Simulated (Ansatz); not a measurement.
# Convergence of a linear-scaling basis for NbH2(211) slab (936 atoms), part 2 of 3

Wanted: errors and times of a linear-scaling basis for NbH2(211) slab (936 atoms). A setting counts as converged where the r.m.s. difference of forces stays under 1 % of the r.m.s. force.

Ansatz 0.2.0; Kohn-Sham DFT, PBE, PAW (set soft_2), plane waves.

The cell: 312 Nb and 624 H. Beside vacuum, support functions can miss their usual error bounds without a warning. The Brillouin zone is sampled at Γ only, in a cell whose shortest periodic width is 24 Å.

So far. Step 4 (Support functions medium): Forces differ from the reference by 0.43 meV/Å r.m.s., 0.11 % of their size, well within a tolerance of 1 %. It took 0.82 times the reference's time. The two runs also began from different starting densities, which bears on cycles and time. Step 5 (Support functions low): Forces differ from the reference by 0.45 meV/Å r.m.s., 0.12 % of their size, well within a tolerance of 1 %. It took 0.77 times the reference's time.

### Step 6. Support functions high

With localised support functions most steps grow linearly with size, though the diagonalisation grows faster unless the density matrix is cut; this run measures error and cost at this size. Besides, the program derives a nominal cutoff of 420 eV for this run, against the reference's 750.

This step: Kohn-Sham DFT, PBE, PAW (set soft_2), localised support functions (high) (Ansatz 0.2.0).

Input file input.yaml:

```yaml
crystal:
  lattice:
    - [25.81223, 0.0, 0.0]
    - [0.0, 23.71004, 0.0]
    - [0.0, 0.0, 21.17702]
  atoms:
    [... the 936 atom lines of step 2 ...]
kpoints:
  mp_grid: { grid: [1, 1, 1] }
hamiltonian:
  xc: pbe
scf:
  occupations: { method: gaussian, width: 0.05 }
  eigensolver: { kind: { support_functions: { accuracy: high } } }
  mixing: { beta: 0.2 }
  max_iter: 150
output:
  forces: true
```

Run with:

```console
> ansatz run input.yaml --threads 32 --pin off --max-ram 143360MiB --backend cuda --events-out ev --progress --plain --runs-dir out
```

Log:

```text
[...]
GPU FFT provider: cuFFT
GPU libraries: cuBLAS 13.8.1, cuFFT 12.4.0, cuSOLVER 12.3.2
[...]
Crystal: 936 atoms, lattice volume = 12960.527 Å³
Basis set: ecut = 420 eV, 253331 PW (Γ), exchange–correlation on 360×360×300 points (8 copies of the dense FFT grid, shifted against one another)
Bands: 2808, of which v1, the nominal top of the filled ones, is band 2340 counted from 1 (2339 counted from 0)
Symmetry: 1 space group operations
k-points: 1
[...]
GPU buffer pool allocated for 4860000 grid points (all kernels)
[...]
SCF iter   1: F=—  HF=-1430192.757146 eV  |F-HF|=—  |Δ(HF+E_count)|=         —  Δρ=8.44e-2  dr2=2.57e3  ethr=1.00e-1
[...]
SCF iter  37: F=—  HF=-1430281.561367 eV  |F-HF|=—  |Δ(HF+E_count)|=   5.84e-4  Δρ=6.78e-7  dr2=1.46e-7  ethr=4.74e-12  κ⁻¹=3.0e-4(r=7)
SCF iter  38: F=-1430281.561919 eV  HF=-1430281.561919 eV  |F-HF|=1.90e-7  |Δ(HF+E_count)|=   5.52e-4  Δρ=5.71e-7  dr2=7.36e-8  ethr=3.12e-12
SCF 1 converged in 38 iterations: F = -1430281.589530 eV  dr2 = 7.36e-8
[...]
SCF converged after 38 iterations
[...]
Free energy (F): -1430281.589530 eV
[...]
Internal energy: -1430281.208682 eV  (E = F + TS)
E sigma→0 (E₀):  -1430281.399106 eV
Entropy (-TS):   -0.380848 eV (-0.407 meV/atom)
Fermi energy:    6.914323 eV
[...]
Σ components = -1430281.589530   (vs F -1430281.589530, Δ=0.00e0)
--- Forces (eV/Å), atoms counted from 1 ---
[... 936 lines of forces left out ...]
  max |Σ_I F_I| component: 3.41e-3 eV/Å
--- Band table (eV) ---
[... left out ...]
[...]
```

Elapsed: 55 s, on 1 × NVIDIA GB200 with 32 threads of Arm Neoverse V2, shared host; peak memory 3.7 GiB.

That memory is the host's; the program planned up to 28.5 GiB on the GPU.

Keys that differ from the reference: basis.ecutwfc removed, support_functions.accuracy = "high", scf.max_iter = 150 and scf.mixing.beta = 0.2.

Forces differ from the reference by 0.057 meV/Å r.m.s., 0.015 % of their size, well within a tolerance of 1 %; the energy by -0.19 meV/atom. It took 2.0 times the reference's time. The two runs also began from different starting densities, which bears on cycles and time.

### Step 7. Support functions medium, radius 3.17 Å

The radius confines each support function; a larger one gives more freedom and more work per atom. Besides, the program derives a nominal cutoff of 420 eV for this run, against the reference's 750.

This step: Kohn-Sham DFT, PBE, PAW (set soft_2), localised support functions (medium) (Ansatz 0.2.0).

input.yaml, the sections that differ from step 6:

```yaml
scf:
  occupations: { method: gaussian, width: 0.05 }
  eigensolver: { kind: { support_functions: { accuracy: medium, radius: 3.17 } } }
  mixing: { beta: 0.2 }
  max_iter: 150
# crystal, kpoints, hamiltonian, output: as in step 6
```

Log:

```text
[...]
GPU FFT provider: cuFFT
GPU libraries: cuBLAS 13.8.1, cuFFT 12.4.0, cuSOLVER 12.3.2
[...]
Crystal: 936 atoms, lattice volume = 12960.527 Å³
Basis set: ecut = 420 eV, 253331 PW (Γ), exchange–correlation on 360×320×288 points (8 copies of the dense FFT grid, shifted against one another)
Bands: 2808, of which v1, the nominal top of the filled ones, is band 2340 counted from 1 (2339 counted from 0)
Symmetry: 1 space group operations
k-points: 1
[...]
GPU buffer pool allocated for 4147200 grid points (all kernels)
Eigensolver: Support functions (medium, 120×108×90 points, laid for a spacing of at most 0.237286 Å, radius 3.170000 Å, 243 sites without an atom, 1 species' potentials softened for the grid, 2 wholly corrected for its errors in the mean over positions, 2 with the egg-box correction, energy correction by stochastic trace)
[...]
SCF iter   1: F=—  HF=-1430119.072466 eV  |F-HF|=—  |Δ(HF+E_count)|=         —  Δρ=8.47e-2  dr2=2.61e3  ethr=1.00e-1
[...]
SCF iter  32: F=—  HF=-1430281.187495 eV  |F-HF|=—  |Δ(HF+E_count)|=   4.38e-5  Δρ=4.27e-6  dr2=6.15e-6  ethr=1.98e-10  κ⁻¹=5.3e-4(r=7)
SCF iter  33: F=-1430281.187535 eV  HF=-1430281.187522 eV  |F-HF|=1.30e-5  |Δ(HF+E_count)|=   2.72e-5  Δρ=2.13e-6  dr2=2.32e-6  ethr=1.31e-10
SCF 1 converged in 33 iterations: F = -1430281.449690 eV  dr2 = 2.32e-6
[...]
SCF converged after 33 iterations
[...]
Free energy (F): -1430281.449690 eV
[...]
Internal energy: -1430281.070467 eV  (E = F + TS)
E sigma→0 (E₀):  -1430281.260079 eV
Entropy (-TS):   -0.379224 eV (-0.405 meV/atom)
Fermi energy:    6.914829 eV
[...]
Σ components = -1430281.449690   (vs F -1430281.449690, Δ=0.00e0)
--- Forces (eV/Å), atoms counted from 1 ---
[... 936 lines of forces left out ...]
  max |Σ_I F_I| component: 1.97e-2 eV/Å
--- Band table (eV) ---
[... left out ...]
[...]
```

Run time: 24 s. Hardware: 1 × NVIDIA GB200 with 32 threads; peak memory 2.8 GiB.

That memory is the host's; the program planned up to 13.3 GiB on the GPU.

Keys that differ from the reference: basis.ecutwfc removed, support_functions.accuracy = "medium", support_functions.radius = 3.17, scf.max_iter = 150 and scf.mixing.beta = 0.2.

Forces differ from the reference by 0.48 meV/Å r.m.s., 0.12 % of their size, well within a tolerance of 1 %. It took 0.84 times the reference's time. The two runs also began from different starting densities, which bears on cycles and time.

### Step 8. Support functions medium, radius 3.43 Å

The radius confines each support function; a larger one gives more freedom and more work per atom. Besides, the program derives a nominal cutoff of 420 eV for this run, against the reference's 750.

input.yaml, the sections that differ from step 7:

```yaml
scf:
  occupations: { method: gaussian, width: 0.05 }
  eigensolver: { kind: { support_functions: { accuracy: medium, radius: 3.43 } } }
  mixing: { beta: 0.2 }
  max_iter: 150
# crystal, kpoints, hamiltonian, output: as in step 7
```

Log:

```text
[...]
GPU FFT provider: cuFFT
GPU libraries: cuBLAS 13.8.1, cuFFT 12.4.0, cuSOLVER 12.3.2
[...]
Crystal: 936 atoms, lattice volume = 12960.527 Å³
Basis set: ecut = 420 eV, 253331 PW (Γ), exchange–correlation on 360×320×288 points (8 copies of the dense FFT grid, shifted against one another)
Bands: 2808, of which v1, the nominal top of the filled ones, is band 2340 counted from 1 (2339 counted from 0)
Symmetry: 1 space group operations
k-points: 1
[...]
GPU buffer pool allocated for 4147200 grid points (all kernels)
[...]
SCF iter   1: F=—  HF=-1430180.495457 eV  |F-HF|=—  |Δ(HF+E_count)|=         —  Δρ=8.46e-2  dr2=2.60e3  ethr=1.00e-1
[...]
SCF iter  31: F=—  HF=-1430281.331498 eV  |F-HF|=—  |Δ(HF+E_count)|=   1.73e-5  Δρ=4.42e-6  dr2=6.29e-6  ethr=2.23e-10  κ⁻¹=1.0e-4(r=7)
SCF iter  32: F=-1430281.331601 eV  HF=-1430281.331324 eV  |F-HF|=2.77e-4  |Δ(HF+E_count)|=   1.73e-4  Δρ=3.77e-6  dr2=4.57e-6  ethr=1.34e-10
SCF 1 converged in 32 iterations: F = -1430281.451531 eV  dr2 = 4.57e-6
[...]
SCF converged after 32 iterations
[...]
Free energy (F): -1430281.451531 eV
[...]
Internal energy: -1430281.071502 eV  (E = F + TS)
E sigma→0 (E₀):  -1430281.261516 eV
Entropy (-TS):   -0.380029 eV (-0.406 meV/atom)
Fermi energy:    6.914654 eV
[...]
Σ components = -1430281.451531   (vs F -1430281.451531, Δ=0.00e0)
--- Forces (eV/Å), atoms counted from 1 ---
[... 936 lines of forces left out ...]
  max |Σ_I F_I| component: 2.61e-2 eV/Å
--- Band table (eV) ---
[... left out ...]
[...]
```

The job ended after 25 s (1 × NVIDIA GB200 with 32 threads; peak memory 2.9 GiB).

That memory is the host's; the program planned up to 15.6 GiB on the GPU.

Keys that differ from the reference: basis.ecutwfc removed, support_functions.accuracy = "medium", support_functions.radius = 3.43, scf.max_iter = 150 and scf.mixing.beta = 0.2.

Forces differ from the reference by 0.43 meV/Å r.m.s., 0.11 % of their size, well within a tolerance of 1 %. It took 0.88 times the reference's time. The two runs also began from different starting densities, which bears on cycles and time.

### Step 9. Support functions medium, radius 3.66 Å

The radius confines each support function; a larger one gives more freedom and more work per atom. Besides, the program derives a nominal cutoff of 420 eV for this run, against the reference's 750.

input.yaml, the sections that differ from step 8:

```yaml
scf:
  occupations: { method: gaussian, width: 0.05 }
  eigensolver: { kind: { support_functions: { accuracy: medium, radius: 3.66 } } }
  mixing: { beta: 0.2 }
  max_iter: 150
# crystal, kpoints, hamiltonian, output: as in step 8
```

Log:

```text
[...]
GPU FFT provider: cuFFT
GPU libraries: cuBLAS 13.8.1, cuFFT 12.4.0, cuSOLVER 12.3.2
[...]
Crystal: 936 atoms, lattice volume = 12960.527 Å³
Basis set: ecut = 420 eV, 253331 PW (Γ), exchange–correlation on 360×320×288 points (8 copies of the dense FFT grid, shifted against one another)
Bands: 2808, of which v1, the nominal top of the filled ones, is band 2340 counted from 1 (2339 counted from 0)
Symmetry: 1 space group operations
k-points: 1
[...]
GPU buffer pool allocated for 4147200 grid points (all kernels)
[...]
SCF iter   1: F=—  HF=-1430193.201450 eV  |F-HF|=—  |Δ(HF+E_count)|=         —  Δρ=8.44e-2  dr2=2.57e3  ethr=1.00e-1
[...]
SCF iter  30: F=—  HF=-1430281.384917 eV  |F-HF|=—  |Δ(HF+E_count)|=   2.27e-3  Δρ=3.69e-6  dr2=1.15e-5  ethr=4.38e-10  κ⁻¹=1.2e-4(r=7)
SCF iter  31: F=-1430281.385154 eV  HF=-1430281.385124 eV  |F-HF|=2.97e-5  |Δ(HF+E_count)|=   2.08e-4  Δρ=3.10e-6  dr2=3.57e-6  ethr=2.46e-10
SCF 1 converged in 31 iterations: F = -1430281.452712 eV  dr2 = 3.57e-6
[...]
SCF converged after 31 iterations
[...]
Free energy (F): -1430281.452712 eV
[...]
Internal energy: -1430281.072271 eV  (E = F + TS)
E sigma→0 (E₀):  -1430281.262491 eV
Entropy (-TS):   -0.380441 eV (-0.406 meV/atom)
Fermi energy:    6.914278 eV
[...]
Σ components = -1430281.452712   (vs F -1430281.452712, Δ=0.00e0)
--- Forces (eV/Å), atoms counted from 1 ---
[... 936 lines of forces left out ...]
  max |Σ_I F_I| component: 4.74e-3 eV/Å
--- Band table (eV) ---
[... left out ...]
[...]
```

It took 26 s on 1 × NVIDIA GB200 with 32 threads; peak memory 2.9 GiB; 55 s of CPU time.

That memory is the host's; the program planned up to 16.8 GiB on the GPU.

Keys that differ from the reference: basis.ecutwfc removed, support_functions.accuracy = "medium", support_functions.radius = 3.66, scf.max_iter = 150 and scf.mixing.beta = 0.2.

Forces differ from the reference by 0.42 meV/Å r.m.s., 0.11 % of their size, well within a tolerance of 1 %. It took 0.94 times the reference's time. The two runs also began from different starting densities, which bears on cycles and time.

### Step 10. Support functions medium, radius 3.92 Å

The radius confines each support function; a larger one gives more freedom and more work per atom. Besides, the program derives a nominal cutoff of 420 eV for this run, against the reference's 750.

input.yaml, the sections that differ from step 9:

```yaml
scf:
  occupations: { method: gaussian, width: 0.05 }
  eigensolver: { kind: { support_functions: { accuracy: medium, radius: 3.92 } } }
  mixing: { beta: 0.2 }
  max_iter: 150
# crystal, kpoints, hamiltonian, output: as in step 9
```

Log:

```text
[...]
GPU FFT provider: cuFFT
GPU libraries: cuBLAS 13.8.1, cuFFT 12.4.0, cuSOLVER 12.3.2
[...]
Crystal: 936 atoms, lattice volume = 12960.527 Å³
Basis set: ecut = 420 eV, 253331 PW (Γ), exchange–correlation on 360×320×288 points (8 copies of the dense FFT grid, shifted against one another)
Bands: 2808, of which v1, the nominal top of the filled ones, is band 2340 counted from 1 (2339 counted from 0)
Symmetry: 1 space group operations
k-points: 1
[...]
GPU buffer pool allocated for 4147200 grid points (all kernels)
[...]
SCF iter   1: F=—  HF=-1430194.554850 eV  |F-HF|=—  |Δ(HF+E_count)|=         —  Δρ=8.43e-2  dr2=2.53e3  ethr=1.00e-1
[...]
SCF iter  31: F=—  HF=-1430281.412862 eV  |F-HF|=—  |Δ(HF+E_count)|=   3.16e-5  Δρ=3.45e-6  dr2=6.31e-6  ethr=2.23e-10  κ⁻¹=4.9e-5(r=7)
SCF iter  32: F=-1430281.412908 eV  HF=-1430281.412890 eV  |F-HF|=1.84e-5  |Δ(HF+E_count)|=   2.83e-5  Δρ=2.43e-6  dr2=3.99e-6  ethr=1.35e-10
SCF 1 converged in 32 iterations: F = -1430281.453093 eV  dr2 = 3.99e-6
[...]
SCF converged after 32 iterations
[...]
Free energy (F): -1430281.453093 eV
[...]
Internal energy: -1430281.072429 eV  (E = F + TS)
E sigma→0 (E₀):  -1430281.262761 eV
Entropy (-TS):   -0.380664 eV (-0.407 meV/atom)
Fermi energy:    6.914167 eV
[...]
Σ components = -1430281.453093   (vs F -1430281.453093, Δ=0.00e0)
--- Forces (eV/Å), atoms counted from 1 ---
[... 936 lines of forces left out ...]
  max |Σ_I F_I| component: 9.15e-3 eV/Å
--- Band table (eV) ---
[... left out ...]
[...]
```

Wall time 30 s (1 × NVIDIA GB200 with 32 threads); peak memory 3 GiB; 60 s of CPU time.

That memory is the host's; the program planned up to 19.6 GiB on the GPU.

Keys that differ from the reference: basis.ecutwfc removed, support_functions.accuracy = "medium", support_functions.radius = 3.92, scf.max_iter = 150 and scf.mixing.beta = 0.2.

Forces differ from the reference by 0.42 meV/Å r.m.s., 0.11 % of their size, well within a tolerance of 1 %. It took 1.1 times the reference's time. The two runs also began from different starting densities, which bears on cycles and time.

### Step 11. Support functions medium, radius 4.41 Å

The radius confines each support function; a larger one gives more freedom and more work per atom. Besides, the program derives a nominal cutoff of 420 eV for this run, against the reference's 750.

input.yaml, the sections that differ from step 10:

```yaml
scf:
  occupations: { method: gaussian, width: 0.05 }
  eigensolver: { kind: { support_functions: { accuracy: medium, radius: 4.41 } } }
  mixing: { beta: 0.2 }
  max_iter: 150
# crystal, kpoints, hamiltonian, output: as in step 10
```

Log:

```text
[...]
GPU FFT provider: cuFFT
GPU libraries: cuBLAS 13.8.1, cuFFT 12.4.0, cuSOLVER 12.3.2
[...]
Crystal: 936 atoms, lattice volume = 12960.527 Å³
Basis set: ecut = 420 eV, 253331 PW (Γ), exchange–correlation on 360×320×288 points (8 copies of the dense FFT grid, shifted against one another)
Bands: 2808, of which v1, the nominal top of the filled ones, is band 2340 counted from 1 (2339 counted from 0)
Symmetry: 1 space group operations
k-points: 1
[...]
GPU buffer pool allocated for 4147200 grid points (all kernels)
[...]
SCF iter   1: F=—  HF=-1430190.098453 eV  |F-HF|=—  |Δ(HF+E_count)|=         —  Δρ=8.43e-2  dr2=2.49e3  ethr=1.00e-1
[...]
SCF iter  31: F=—  HF=-1430281.435420 eV  |F-HF|=—  |Δ(HF+E_count)|=   1.50e-5  Δρ=4.28e-6  dr2=7.44e-6  ethr=2.88e-10  κ⁻¹=2.2e-4(r=7)
SCF iter  32: F=-1430281.435455 eV  HF=-1430281.435425 eV  |F-HF|=2.92e-5  |Δ(HF+E_count)|=   5.59e-6  Δρ=2.98e-6  dr2=4.10e-6  ethr=1.59e-10
SCF 1 converged in 32 iterations: F = -1430281.453593 eV  dr2 = 4.10e-6
[...]
SCF converged after 32 iterations
[...]
Free energy (F): -1430281.453593 eV
[...]
Internal energy: -1430281.072756 eV  (E = F + TS)
E sigma→0 (E₀):  -1430281.263174 eV
Entropy (-TS):   -0.380837 eV (-0.407 meV/atom)
Fermi energy:    6.913966 eV
[...]
Σ components = -1430281.453593   (vs F -1430281.453593, Δ=0.00e0)
--- Forces (eV/Å), atoms counted from 1 ---
[... 936 lines of forces left out ...]
  max |Σ_I F_I| component: 1.06e-2 eV/Å
--- Band table (eV) ---
[... left out ...]
[...]
```

The job ended after 38 s (1 × NVIDIA GB200 with 32 threads; peak memory 3.3 GiB; 71 s of CPU time).

That memory is the host's; the program planned up to 25 GiB on the GPU.

Keys that differ from the reference: basis.ecutwfc removed, support_functions.accuracy = "medium", support_functions.radius = 4.41, scf.max_iter = 150 and scf.mixing.beta = 0.2.

Forces differ from the reference by 0.42 meV/Å r.m.s., 0.11 % of their size, well within a tolerance of 1 %. It took 1.4 times the reference's time. The two runs also began from different starting densities, which bears on cycles and time.

### Step 12. Support functions medium, radius 4.91 Å

The radius confines each support function; a larger one gives more freedom and more work per atom. Besides, the program derives a nominal cutoff of 420 eV for this run, against the reference's 750.

input.yaml, the sections that differ from step 11:

```yaml
scf:
  occupations: { method: gaussian, width: 0.05 }
  eigensolver: { kind: { support_functions: { accuracy: medium, radius: 4.91 } } }
  mixing: { beta: 0.2 }
  max_iter: 150
# crystal, kpoints, hamiltonian, output: as in step 11
```

Log:

```text
[...]
GPU FFT provider: cuFFT
GPU libraries: cuBLAS 13.8.1, cuFFT 12.4.0, cuSOLVER 12.3.2
[...]
Crystal: 936 atoms, lattice volume = 12960.527 Å³
Basis set: ecut = 420 eV, 253331 PW (Γ), exchange–correlation on 360×320×288 points (8 copies of the dense FFT grid, shifted against one another)
Bands: 2808, of which v1, the nominal top of the filled ones, is band 2340 counted from 1 (2339 counted from 0)
Symmetry: 1 space group operations
k-points: 1
[...]
GPU buffer pool allocated for 4147200 grid points (all kernels)
[...]
SCF iter   1: F=—  HF=-1430188.276944 eV  |F-HF|=—  |Δ(HF+E_count)|=         —  Δρ=8.44e-2  dr2=2.49e3  ethr=1.00e-1
[...]
SCF iter  30: F=—  HF=-1430281.442740 eV  |F-HF|=—  |Δ(HF+E_count)|=   5.49e-6  Δρ=4.95e-6  dr2=7.70e-6  ethr=2.53e-10  κ⁻¹=8.8e-5(r=7)
SCF iter  31: F=-1430281.442835 eV  HF=-1430281.442764 eV  |F-HF|=7.02e-5  |Δ(HF+E_count)|=   2.42e-5  Δρ=2.94e-6  dr2=4.35e-6  ethr=1.64e-10
SCF 1 converged in 31 iterations: F = -1430281.453757 eV  dr2 = 4.35e-6
[...]
SCF converged after 31 iterations
[...]
Free energy (F): -1430281.453757 eV
[...]
Internal energy: -1430281.072849 eV  (E = F + TS)
E sigma→0 (E₀):  -1430281.263303 eV
Entropy (-TS):   -0.380908 eV (-0.407 meV/atom)
Fermi energy:    6.914320 eV
[...]
Σ components = -1430281.453757   (vs F -1430281.453757, Δ=0.00e0)
--- Forces (eV/Å), atoms counted from 1 ---
[... 936 lines of forces left out ...]
  max |Σ_I F_I| component: 1.57e-2 eV/Å
--- Band table (eV) ---
[... left out ...]
[...]
```

The job ended after 47 s (1 × NVIDIA GB200 with 32 threads; peak memory 3.8 GiB; 82 s of CPU time).

That memory is the host's; the program planned up to 33.3 GiB on the GPU.

Keys that differ from the reference: basis.ecutwfc removed, support_functions.accuracy = "medium", support_functions.radius = 4.91, scf.max_iter = 150 and scf.mixing.beta = 0.2.

Forces differ from the reference by 0.43 meV/Å r.m.s., 0.11 % of their size, well within a tolerance of 1 %. It took 1.7 times the reference's time. The two runs also began from different starting densities, which bears on cycles and time.

[end of part 2 of 3]

[Logs are printed without paths, hosts, clocks, repeated set-up lines and the standing remarks that a program may print on its own settings, such as how far it seeks lower states.]

[Hosts, paths, dates, database ids (printed as entryN), source tags and the programs' standing remarks are cut or masked in the printed files.]
